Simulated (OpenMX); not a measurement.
# HfN: equation of state with PBE

HfN:

```xyz
2
Lattice="0.0000 2.2560 2.2560 2.2560 0.0000 2.2560 2.2560 2.2560 0.0000" Properties=species:S:1:pos:R:3 pbc="T T T"
Hf    0.0000    0.0000    0.0000
N     2.2560    2.2560    2.2560
```

| Property | Result |
| --- | --- |
| Program | OpenMX 3.8.5 |
| Task | equation of state |
| Functional | PBE |
| Potentials or basis | OpenMX 2013 PBE set, Hf7.0-s3p2d2f1, N6.0-s2p2d1, fixed grid of 32 × 32 × 32 points |
| k mesh | 11 × 11 × 11 |
| Occupations | fermi-dirac, width 0.05 eV |
| Spin | no spin polarisation |
| Mixing scheme | rmm-diisk |
| SCF threshold | 1e-08 Ha |
| Solver | band |
| Grid points, held for all volumes | 32 × 32 × 32 |

```json
{
 "Equilibrium volume": "11.70 Å³/atom",
 "Bulk modulus": "270 GPa",
 "Pressure derivative of the bulk modulus": "4.3"
}
```

Energy against volume, from the lowest point:
| volume (Å³/atom) | energy (meV/atom) |
| --- | --- |
| 10.793 | 67.60 |
| 11.023 | 36.28 |
| 11.252 | 15.12 |
| 11.482 | 3.36 |
| 11.712 | 0.00 |
| 11.941 | 4.09 |
| 12.171 | 15.03 |

Caveat: volumes in these bases differ from converged ones by about 1 %, for some elements by several; the basis of atomic orbitals isn't converged, which shifts pressures, moduli and gaps. Spin-orbit coupling is left out, which matters for the levels of Hf.
